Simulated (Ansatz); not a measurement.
# Platinum, fcc under RPBE: ground state and equation of state, part 2 of 2

The plan for platinum in the fcc structure: relax it, solve it on a dense k-mesh, switch on spin-orbit coupling, then scale the cell to 7 volumes from 88 to 112 % of the relaxed one and try a fit of the equation of state. The start is ferromagnetic. The k-meshes are 14×14×14 for the relaxation; 22×22×22 for the dense run; 14×14×14 for spin-orbit coupling; 22×22×22 for the volumes. The starting cell is the deposited one, from the Crystallography Open Database.

Ansatz 0.2.0; DFT, RPBE, plane waves (420 eV) with PAW, scalar-relativistic.

### Step 5. At 88 % of the relaxed volume

The input, input.yaml:

```yaml
crystal:
  lattice:
    - [0.0, 1.9128273342, 1.9128273342]
    - [1.9128273342, 0.0, 1.9128273342]
    - [1.9128273342, 1.9128273342, 0.0]
  atoms:
    - { symbol: Pt, position: [0.0, 0.0, 0.0], spin: 1.0 }
hamiltonian:
  xc: rpbe
  pseudopotentials:
    kind: paw
    azcp:
      Pt: "pseudopotentials/Pt.paw.azcp"
basis:
  ecutwfc: 420
  fft_grid_basis: typed
kpoints:
  mp_grid: { grid: [22, 22, 22], shift: [0, 0, 0] }
magnetization:
  spin_polarized: true
scf:
  occupations: { method: fermi_dirac, width: 0.05 }
output:
  stress: true
```

The program printed (excerpt; [...] marks lines left out):

```text
Warning: RAYON_NUM_THREADS=4 ignored (pool sized by the plan → 4); use --threads N
[...]
Pseudopotentials: kind: paw
Pseudopotential: Pt, paw, valence charge 18, recommended cutoff 420 eV (normal), <dir>
Functional definition: RPBE
[...]
Crystal: 1 atoms, lattice volume = 13.998 Å³
Basis set: ecut = 420 eV, 283 PW (Γ)
Bands: 14, of which v1, the nominal top of the filled ones, is band 9 counted from 1 (8 counted from 0)
Symmetry: 48 space group operations
Space group: Fm-3m (ITA 225), of the structure as read, at distance tolerance 2.4e-5 Å
Magnetic group: BNS 225.116 (UNI 1618), of the structure as read, at distance tolerance 2.4e-5 Å
k-points: 328 of 10648
[...]
Starting moments: Σ|m| = 1 μB on 1 of 1 site
[...]
SCF iter   1: F=—  HF=-12536.793601 eV  |F-HF|=—  |Δ(HF+E_count)|=         —  Δρ=7.15e-2 (↑7.15e-2 ↓3.38e-2)  dr2=6.90e-1  dr2_m=2.18e-1  M=0.179 μB ∫|m|=0.179 μB  β_m=0.30  ethr=3.10e-3  ⟨swp⟩=5.1  Hψ=47974  notcnv=0
[...]
SCF iter   9: F=-12536.577144 eV  HF=-12536.577144 eV  |F-HF|=7.28e-12  |Δ(HF+E_count)|=  1.82e-11  Δρ=8.72e-8 (↑1.26e-8 ↓8.72e-8)  dr2=1.13e-12  dr2_m=2.27e-13  M=0.000 μB ∫|m|=0.000 μB  ethr=1.00e-12  ⟨swp⟩=1.0  Hψ=22151  notcnv=0
[...]
WARN: the starting moments were not kept: the SCF closed with an absolute magnetisation of 1.3e-6 μB, where they sum to 1 μB in size (1 site). That is at most 0.1 of that sum. Measured as dr2_m measures the in/out step, that magnetisation stands 9.1e-13 eV from none, at or under the [...]
SCF converged after 9 iterations
Magnetization: 0.0000 μB (9.0000 up, 9.0000 down)
Absolute magnetization: 0.0000 μB (∫|ρ↑−ρ↓|, with the PAW one-centre terms)
Spin contamination: 0.0000 ħ² per cell (⟨S²⟩ above its minimum at these occupations)
Per-site moments (μB) at R_I (Å): [(1.225626879892009e-6, 1.1158728728827403)]
Free energy (F): -12536.577144 eV
[...]
E sigma→0 (E₀):  -12536.570518 eV
Entropy (-TS):   -0.013252 eV (-13.252 meV/atom)
Fermi energy:    25.883515 eV
[...]
--- Stress (GPa, compression-positive) ---
       41.912293       0.000000       0.000000
        0.000000      41.912293       0.000000
       -0.000000       0.000000      41.912293
  P = ⅓ Tr σ = 41.9123 GPa (419.123 kbar)
```

It took 2.8 s on 4 threads of an Arm CPU, shared host; peak memory 0.36 GiB.

### Step 6. At 92 % of the relaxed volume

input.yaml, as its differences from that of step 5:

```diff
@@ -2,5 +2,5 @@
   lattice:
-    - [0.0, 1.9128273342, 1.9128273342]
-    - [1.9128273342, 0.0, 1.9128273342]
-    - [1.9128273342, 1.9128273342, 0.0]
+    - [0.0, 1.9413812056, 1.9413812056]
+    - [1.9413812056, 0.0, 1.9413812056]
+    - [1.9413812056, 1.9413812056, 0.0]
   atoms:
```

The program printed (excerpt; [...] marks lines left out):

```text
Warning: RAYON_NUM_THREADS=4 ignored (pool sized by the plan → 4); use --threads N
[...]
Pseudopotentials: kind: paw
Pseudopotential: Pt, paw, valence charge 18, recommended cutoff 420 eV (normal), <dir>
Functional definition: RPBE
[...]
Crystal: 1 atoms, lattice volume = 14.634 Å³
Basis set: ecut = 420 eV, 283 PW (Γ)
Bands: 14, of which v1, the nominal top of the filled ones, is band 9 counted from 1 (8 counted from 0)
Symmetry: 48 space group operations
Space group: Fm-3m (ITA 225), of the structure as read, at distance tolerance 2.4e-5 Å
Magnetic group: BNS 225.116 (UNI 1618), of the structure as read, at distance tolerance 2.4e-5 Å
k-points: 328 of 10648
[...]
Starting moments: Σ|m| = 1 μB on 1 of 1 site
[...]
SCF iter   1: F=—  HF=-12536.888728 eV  |F-HF|=—  |Δ(HF+E_count)|=         —  Δρ=6.83e-2 (↑6.83e-2 ↓3.18e-2)  dr2=7.04e-1  dr2_m=2.02e-1  M=0.204 μB ∫|m|=0.204 μB  β_m=0.30  ethr=3.10e-3  ⟨swp⟩=5.0  Hψ=48359  notcnv=0
[...]
SCF iter  10: F=-12536.707093 eV  HF=-12536.707093 eV  |F-HF|=1.82e-12  |Δ(HF+E_count)|=  3.64e-12  Δρ=1.88e-8 (↑1.88e-8 ↓1.53e-8)  dr2=1.63e-13  dr2_m=2.81e-15  M=0.000 μB ∫|m|=0.000 μB  ethr=1.00e-12  ⟨swp⟩=1.0  Hψ=20992  notcnv=0
[...]
WARN: the starting moments were not kept: the SCF closed with an absolute magnetisation of 1.9e-7 μB, where they sum to 1 μB in size (1 site). That is at most 0.1 of that sum. Measured as dr2_m measures the in/out step, that magnetisation stands 2.1e-14 eV from none, at or under the [...]
SCF converged after 10 iterations
Magnetization: 0.0000 μB (9.0000 up, 9.0000 down)
Absolute magnetization: 0.0000 μB (∫|ρ↑−ρ↓|, with the PAW one-centre terms)
Spin contamination: 0.0000 ħ² per cell (⟨S²⟩ above its minimum at these occupations)
Per-site moments (μB) at R_I (Å): [(1.8549802830335665e-7, 1.1325301476619969)]
Free energy (F): -12536.707093 eV
[...]
E sigma→0 (E₀):  -12536.699958 eV
Entropy (-TS):   -0.014269 eV (-14.269 meV/atom)
Fermi energy:    24.426059 eV
[...]
--- Stress (GPa, compression-positive) ---
       24.286497       0.000000      -0.000000
        0.000000      24.286497      -0.000000
        0.000000      -0.000000      24.286497
  P = ⅓ Tr σ = 24.2865 GPa (242.865 kbar)
```

Wall time 2.9 s (4 threads of an Arm CPU, shared host); peak memory 0.36 GiB.

### Step 7. At 96 % of the relaxed volume

input.yaml, as its differences from that of step 6:

```diff
@@ -2,5 +2,5 @@
   lattice:
-    - [0.0, 1.9413812056, 1.9413812056]
-    - [1.9413812056, 0.0, 1.9413812056]
-    - [1.9413812056, 1.9413812056, 0.0]
+    - [0.0, 1.9691189704, 1.9691189704]
+    - [1.9691189704, 0.0, 1.9691189704]
+    - [1.9691189704, 1.9691189704, 0.0]
   atoms:
```

The program printed (excerpt; [...] marks lines left out):

```text
Warning: RAYON_NUM_THREADS=4 ignored (pool sized by the plan → 4); use --threads N
[...]
Pseudopotentials: kind: paw
Pseudopotential: Pt, paw, valence charge 18, recommended cutoff 420 eV (normal), <dir>
Functional definition: RPBE
[...]
Crystal: 1 atoms, lattice volume = 15.270 Å³
Basis set: ecut = 420 eV, 307 PW (Γ)
Bands: 14, of which v1, the nominal top of the filled ones, is band 9 counted from 1 (8 counted from 0)
Symmetry: 48 space group operations
Space group: Fm-3m (ITA 225), of the structure as read, at distance tolerance 2.5e-5 Å
Magnetic group: BNS 225.116 (UNI 1618), of the structure as read, at distance tolerance 2.5e-5 Å
k-points: 328 of 10648
[...]
Starting moments: Σ|m| = 1 μB on 1 of 1 site
[...]
SCF iter   1: F=—  HF=-12536.924909 eV  |F-HF|=—  |Δ(HF+E_count)|=         —  Δρ=6.50e-2 (↑6.50e-2 ↓2.98e-2)  dr2=7.10e-1  dr2_m=1.84e-1  M=0.232 μB ∫|m|=0.232 μB  β_m=0.30  ethr=3.10e-3  ⟨swp⟩=4.9  Hψ=47520  notcnv=0
[...]
SCF iter  10: F=-12536.775323 eV  HF=-12536.775323 eV  |F-HF|=3.64e-12  |Δ(HF+E_count)|=  7.28e-12  Δρ=3.50e-8 (↑3.50e-8 ↓1.85e-8)  dr2=3.22e-13  dr2_m=3.94e-14  M=-0.000 μB ∫|m|=0.000 μB  ethr=1.00e-12  ⟨swp⟩=1.0  Hψ=21016  notcnv=0
[...]
WARN: the starting moments were not kept: the SCF closed with an absolute magnetisation of 9.9e-7 μB, where they sum to 1 μB in size (1 site). That is at most 0.1 of that sum. Measured as dr2_m measures the in/out step, that magnetisation stands 5.0e-13 eV from none, at or under the [...]
SCF converged after 10 iterations
Magnetization: -0.0000 μB (9.0000 up, 9.0000 down)
Absolute magnetization: 0.0000 μB (∫|ρ↑−ρ↓|, with the PAW one-centre terms)
Spin contamination: 0.0000 ħ² per cell (⟨S²⟩ above its minimum at these occupations)
Per-site moments (μB) at R_I (Å): [(-9.472685743343228e-7, 1.148711335969653)]
Free energy (F): -12536.775323 eV
[...]
E sigma→0 (E₀):  -12536.767685 eV
Entropy (-TS):   -0.015276 eV (-15.276 meV/atom)
Fermi energy:    23.092104 eV
[...]
--- Stress (GPa, compression-positive) ---
       10.660105      -0.000000       0.000000
        0.000000      10.660105       0.000000
        0.000000      -0.000000      10.660105
  P = ⅓ Tr σ = 10.6601 GPa (106.601 kbar)
```

It took 3 s on 4 threads of an Arm CPU, shared host; peak memory 0.37 GiB.

### Step 8. At 100 % of the relaxed volume

input.yaml, as its differences from that of step 7:

```diff
@@ -2,5 +2,5 @@
   lattice:
-    - [0.0, 1.9691189704, 1.9691189704]
-    - [1.9691189704, 0.0, 1.9691189704]
-    - [1.9691189704, 1.9691189704, 0.0]
+    - [0.0, 1.9960965552, 1.9960965552]
+    - [1.9960965552, 0.0, 1.9960965552]
+    - [1.9960965552, 1.9960965552, 0.0]
   atoms:
```

The program printed (excerpt; [...] marks lines left out):

```text
Warning: RAYON_NUM_THREADS=4 ignored (pool sized by the plan → 4); use --threads N
[...]
Pseudopotentials: kind: paw
Pseudopotential: Pt, paw, valence charge 18, recommended cutoff 420 eV (normal), <dir>
Functional definition: RPBE
[...]
Crystal: 1 atoms, lattice volume = 15.907 Å³
Basis set: ecut = 420 eV, 331 PW (Γ)
Bands: 14, of which v1, the nominal top of the filled ones, is band 9 counted from 1 (8 counted from 0)
Symmetry: 48 space group operations
Space group: Fm-3m (ITA 225), of the structure as read, at distance tolerance 2.5e-5 Å
Magnetic group: BNS 225.116 (UNI 1618), of the structure as read, at distance tolerance 2.5e-5 Å
k-points: 328 of 10648
[...]
Starting moments: Σ|m| = 1 μB on 1 of 1 site
[...]
SCF iter   1: F=—  HF=-12536.916535 eV  |F-HF|=—  |Δ(HF+E_count)|=         —  Δρ=6.17e-2 (↑6.17e-2 ↓2.81e-2)  dr2=7.12e-1  dr2_m=1.66e-1  M=0.262 μB ∫|m|=0.262 μB  β_m=0.30  ethr=3.10e-3  ⟨swp⟩=4.8  Hψ=47274  notcnv=0
[...]
SCF iter  10: F=-12536.795859 eV  HF=-12536.795859 eV  |F-HF|=1.82e-11  |Δ(HF+E_count)|=  4.00e-11  Δρ=1.20e-7 (↑1.20e-7 ↓9.02e-8)  dr2=6.63e-12  dr2_m=2.02e-13  M=-0.000 μB ∫|m|=0.000 μB  ethr=1.00e-12  ⟨swp⟩=1.0  Hψ=26373  notcnv=0
[...]
WARN: the starting moments were not kept: the SCF closed with an absolute magnetisation of 2.4e-6 μB, where they sum to 1 μB in size (1 site). That is at most 0.1 of that sum. Measured as dr2_m measures the in/out step, that magnetisation stands 3.1e-12 eV from none, at or under the [...]
SCF converged after 10 iterations
Magnetization: -0.0000 μB (9.0000 up, 9.0000 down)
Absolute magnetization: 0.0000 μB (∫|ρ↑−ρ↓|, with the PAW one-centre terms)
Spin contamination: 0.0000 ħ² per cell (⟨S²⟩ above its minimum at these occupations)
Per-site moments (μB) at R_I (Å): [(-2.371093997923324e-6, 1.1644490633201479)]
Free energy (F): -12536.795859 eV
[...]
E sigma→0 (E₀):  -12536.787727 eV
Entropy (-TS):   -0.016266 eV (-16.266 meV/atom)
Fermi energy:    21.866628 eV
[...]
--- Stress (GPa, compression-positive) ---
        0.133238      -0.000000      -0.000000
       -0.000000       0.133238       0.000000
       -0.000000       0.000000       0.133238
  P = ⅓ Tr σ = 0.1332 GPa (1.332 kbar)
```

Wall time 3.1 s (4 threads of an Arm CPU, shared host); peak memory 0.37 GiB.

### Step 9. At 104 % of the relaxed volume

input.yaml, as its differences from that of step 8:

```diff
@@ -2,5 +2,5 @@
   lattice:
-    - [0.0, 1.9960965552, 1.9960965552]
-    - [1.9960965552, 0.0, 1.9960965552]
-    - [1.9960965552, 1.9960965552, 0.0]
+    - [0.0, 2.0223639958, 2.0223639958]
+    - [2.0223639958, 0.0, 2.0223639958]
+    - [2.0223639958, 2.0223639958, 0.0]
   atoms:
```

The program printed (excerpt; [...] marks lines left out):

```text
Warning: RAYON_NUM_THREADS=4 ignored (pool sized by the plan → 4); use --threads N
[...]
Pseudopotentials: kind: paw
Pseudopotential: Pt, paw, valence charge 18, recommended cutoff 420 eV (normal), <dir>
Functional definition: RPBE
[...]
Crystal: 1 atoms, lattice volume = 16.543 Å³
Basis set: ecut = 420 eV, 331 PW (Γ)
Bands: 14, of which v1, the nominal top of the filled ones, is band 9 counted from 1 (8 counted from 0)
Symmetry: 48 space group operations
Space group: Fm-3m (ITA 225), of the structure as read, at distance tolerance 2.5e-5 Å
Magnetic group: BNS 225.116 (UNI 1618), of the structure as read, at distance tolerance 2.5e-5 Å
k-points: 328 of 10648
[...]
Starting moments: Σ|m| = 1 μB on 1 of 1 site
[...]
SCF iter   1: F=—  HF=-12536.874076 eV  |F-HF|=—  |Δ(HF+E_count)|=         —  Δρ=5.83e-2 (↑5.83e-2 ↓2.65e-2)  dr2=7.10e-1  dr2_m=1.48e-1  M=0.295 μB ∫|m|=0.295 μB  β_m=0.30  ethr=3.10e-3  ⟨swp⟩=4.8  Hψ=47426  notcnv=0
[...]
SCF iter  11: F=-12536.779586 eV  HF=-12536.779586 eV  |F-HF|=1.82e-12  |Δ(HF+E_count)|=  2.18e-11  Δρ=7.63e-8 (↑7.02e-8 ↓7.63e-8)  dr2=3.82e-12  dr2_m=1.33e-14  M=0.000 μB ∫|m|=0.000 μB  ethr=1.00e-12  ⟨swp⟩=1.0  Hψ=21405  notcnv=0
[...]
WARN: the starting moments were not kept: the SCF closed with an absolute magnetisation of 3.0e-7 μB, where they sum to 1 μB in size (1 site). That is at most 0.1 of that sum. Measured as dr2_m measures the in/out step, that magnetisation stands 4.6e-14 eV from none, at or under the [...]
SCF converged after 11 iterations
Magnetization: 0.0000 μB (9.0000 up, 9.0000 down)
Absolute magnetization: 0.0000 μB (∫|ρ↑−ρ↓|, with the PAW one-centre terms)
Spin contamination: 0.0000 ħ² per cell (⟨S²⟩ above its minimum at these occupations)
Per-site moments (μB) at R_I (Å): [(2.96389170489229e-7, 1.1797725187526047)]
Free energy (F): -12536.779586 eV
[...]
E sigma→0 (E₀):  -12536.770938 eV
Entropy (-TS):   -0.017295 eV (-17.295 meV/atom)
Fermi energy:    20.737363 eV
[...]
--- Stress (GPa, compression-positive) ---
       -7.971458      -0.000000       0.000000
        0.000000      -7.971458       0.000000
        0.000000       0.000000      -7.971458
  P = ⅓ Tr σ = -7.9715 GPa (-79.715 kbar)
```

Wall time 3.2 s (4 threads of an Arm CPU, shared host); peak memory 0.38 GiB.

### Step 10. At 108 % of the relaxed volume

input.yaml, as its differences from that of step 9:

```diff
@@ -2,5 +2,5 @@
   lattice:
-    - [0.0, 2.0223639958, 2.0223639958]
-    - [2.0223639958, 0.0, 2.0223639958]
-    - [2.0223639958, 2.0223639958, 0.0]
+    - [0.0, 2.047966258, 2.047966258]
+    - [2.047966258, 0.0, 2.047966258]
+    - [2.047966258, 2.047966258, 0.0]
   atoms:
```

The program printed (excerpt; [...] marks lines left out):

```text
Warning: RAYON_NUM_THREADS=4 ignored (pool sized by the plan → 4); use --threads N
[...]
Pseudopotentials: kind: paw
Pseudopotential: Pt, paw, valence charge 18, recommended cutoff 420 eV (normal), <dir>
Functional definition: RPBE
[...]
Crystal: 1 atoms, lattice volume = 17.179 Å³
Basis set: ecut = 420 eV, 331 PW (Γ)
Bands: 14, of which v1, the nominal top of the filled ones, is band 9 counted from 1 (8 counted from 0)
Symmetry: 48 space group operations
Space group: Fm-3m (ITA 225), of the structure as read, at distance tolerance 2.6e-5 Å
Magnetic group: BNS 225.116 (UNI 1618), of the structure as read, at distance tolerance 2.6e-5 Å
k-points: 328 of 10648
[...]
Starting moments: Σ|m| = 1 μB on 1 of 1 site
[...]
SCF iter   1: F=—  HF=-12536.806797 eV  |F-HF|=—  |Δ(HF+E_count)|=         —  Δρ=5.50e-2 (↑5.50e-2 ↓2.51e-2)  dr2=7.03e-1  dr2_m=1.30e-1  M=0.328 μB ∫|m|=0.328 μB  β_m=0.30  ethr=3.10e-3  ⟨swp⟩=4.7  Hψ=47093  notcnv=0
[...]
SCF iter  11: F=-12536.735083 eV  HF=-12536.735083 eV  |F-HF|=1.82e-12  |Δ(HF+E_count)|=  2.55e-11  Δρ=1.34e-7 (↑1.34e-7 ↓3.16e-8)  dr2=4.01e-12  dr2_m=6.84e-13  M=-0.000 μB ∫|m|=0.000 μB  ethr=1.00e-12  ⟨swp⟩=1.0  Hψ=23214  notcnv=0
[...]
WARN: the starting moments were not kept: the SCF closed with an absolute magnetisation of 1.4e-5 μB, where they sum to 1 μB in size (1 site). That is at most 0.1 of that sum. Measured as dr2_m measures the in/out step, that magnetisation stands 1.0e-10 eV from none, at or under the [...]
SCF converged after 11 iterations
Magnetization: -0.0000 μB (9.0000 up, 9.0000 down)
Absolute magnetization: 0.0000 μB (∫|ρ↑−ρ↓|, with the PAW one-centre terms)
Spin contamination: 0.0000 ħ² per cell (⟨S²⟩ above its minimum at these occupations)
Per-site moments (μB) at R_I (Å): [(-1.3750720838698196e-5, 1.194707933655257)]
Free energy (F): -12536.735083 eV
[...]
E sigma→0 (E₀):  -12536.725913 eV
Entropy (-TS):   -0.018340 eV (-18.340 meV/atom)
Fermi energy:    19.694670 eV
[...]
--- Stress (GPa, compression-positive) ---
      -14.160587      -0.000000      -0.000000
       -0.000000     -14.160587      -0.000000
        0.000000       0.000000     -14.160587
  P = ⅓ Tr σ = -14.1606 GPa (-141.606 kbar)
```

Run time: 3.9 s. Hardware: 4 threads of an Arm CPU, shared host; peak memory 0.38 GiB.

### Step 11. At 112 % of the relaxed volume

input.yaml, as its differences from that of step 10:

```diff
@@ -2,5 +2,5 @@
   lattice:
-    - [0.0, 2.047966258, 2.047966258]
-    - [2.047966258, 0.0, 2.047966258]
-    - [2.047966258, 2.047966258, 0.0]
+    - [0.0, 2.0729439179, 2.0729439179]
+    - [2.0729439179, 0.0, 2.0729439179]
+    - [2.0729439179, 2.0729439179, 0.0]
   atoms:
```

The program printed (excerpt; [...] marks lines left out):

```text
Warning: RAYON_NUM_THREADS=4 ignored (pool sized by the plan → 4); use --threads N
[...]
Pseudopotentials: kind: paw
Pseudopotential: Pt, paw, valence charge 18, recommended cutoff 420 eV (normal), <dir>
Functional definition: RPBE
[...]
Crystal: 1 atoms, lattice volume = 17.815 Å³
Basis set: ecut = 420 eV, 331 PW (Γ)
Bands: 14, of which v1, the nominal top of the filled ones, is band 9 counted from 1 (8 counted from 0)
Symmetry: 48 space group operations
Space group: Fm-3m (ITA 225), of the structure as read, at distance tolerance 2.6e-5 Å
Magnetic group: BNS 225.116 (UNI 1618), of the structure as read, at distance tolerance 2.6e-5 Å
k-points: 328 of 10648
[...]
Starting moments: Σ|m| = 1 μB on 1 of 1 site
[...]
SCF iter   1: F=—  HF=-12536.722030 eV  |F-HF|=—  |Δ(HF+E_count)|=         —  Δρ=5.18e-2 (↑5.18e-2 ↓2.39e-2)  dr2=6.91e-1  dr2_m=1.14e-1  M=0.362 μB ∫|m|=0.362 μB  β_m=0.30  ethr=3.10e-3  ⟨swp⟩=4.6  Hψ=46575  notcnv=0
[...]
Starting moments: Σ|m| = 1 μB on 1 of 1 site; this step starts from the density that it was given
[...]
an SCF towards Hund's moment on open shells that bore less, with the run's symmetry operations kept, reached no lower state that the run goes on to. This is no proof of a minimum
WARN: the starting moments were not kept: the SCF closed with an absolute magnetisation of 6.6e-5 μB, where they sum to 1 μB in size (1 site). That is at most 0.1 of that sum. Measured as dr2_m measures the in/out step, that magnetisation stands 2.2e-9 eV from none, at or under the [...]
SCF converged after 11 iterations
Magnetization: -0.0001 μB (9.0000 up, 9.0000 down)
Absolute magnetization: 0.0001 μB (∫|ρ↑−ρ↓|, with the PAW one-centre terms)
Spin contamination: 0.0000 ħ² per cell (⟨S²⟩ above its minimum at these occupations)
Per-site moments (μB) at R_I (Å): [(-6.42901684916047e-5, 1.2092789786273626)]
Free energy (F): -12536.669082 eV
[...]
E sigma→0 (E₀):  -12536.659386 eV
Entropy (-TS):   -0.019392 eV (-19.392 meV/atom)
Fermi energy:    18.728383 eV
[...]
--- Stress (GPa, compression-positive) ---
      -18.860826      -0.000000      -0.000000
        0.000000     -18.860826      -0.000000
        0.000000      -0.000000     -18.860826
  P = ⅓ Tr σ = -18.8608 GPa (-188.608 kbar)
```

Run time: 6.9 s. Hardware: 4 threads of an Arm CPU, shared host; peak memory 0.66 GiB.

### Step 12. Energy and pressure against volume

All volumes keep the relaxed shape and fractional coordinates.

```tsv
V (Å³/atom)	E − E₀ (meV/atom)	P from the stress (GPa)	P from the fit (GPa)
13.998	217.2	41.91	41.85
14.634	87.7	24.29	24.15
15.270	20.0	10.66	10.52
15.907	-0.1	0.13	0.01
16.543	16.7	-7.97	-8.08
17.179	61.8	-14.16	-14.29
17.815	128.3	-18.86	-19.04
```

Fit (Birch-Murnaghan, third order): V₀ = 15.907 Å³/atom, B₀ = 230 GPa, B₀′ = 5.5, largest residual 0.06 meV/atom.

The fit is made to E(σ → 0), while the stress belongs to the free energy F; that is one source of the offset between the two pressures.

### Step 13. Results

This closing draws on all 2 parts.

```
                      quantity                         value
space group (spins left aside)               Fm-3m (No. 225)
             conventional cell                   a = 3.992 Å
                        volume                15.907 Å³/atom
             shortest distance                       2.823 Å
   against the measured volume       +5.4 % (15.095 Å³/atom)
               gap on the mesh  none (levels filled in part)
                magnetic state                  non-magnetic
                   V₀, B₀, B₀′  15.907 Å³/atom, 230 GPa, 5.5
```

In words: The relaxed volume lies 5.4 % above the deposited cell. This functional tends to bind solids too weakly. The deposited cell holds zero-point motion and, unless taken cold, thermal expansion, so the miss against a static lattice is larger still. The moments die out: the run ends non-magnetic. No gap shows: it is a metal or semimetal at this level. Totals with and without spin-orbit coupling (-34.6 eV/atom apart) can't be read as binding, since the two-component data shift the zero of energy. B₀ comes out at 230 GPa.
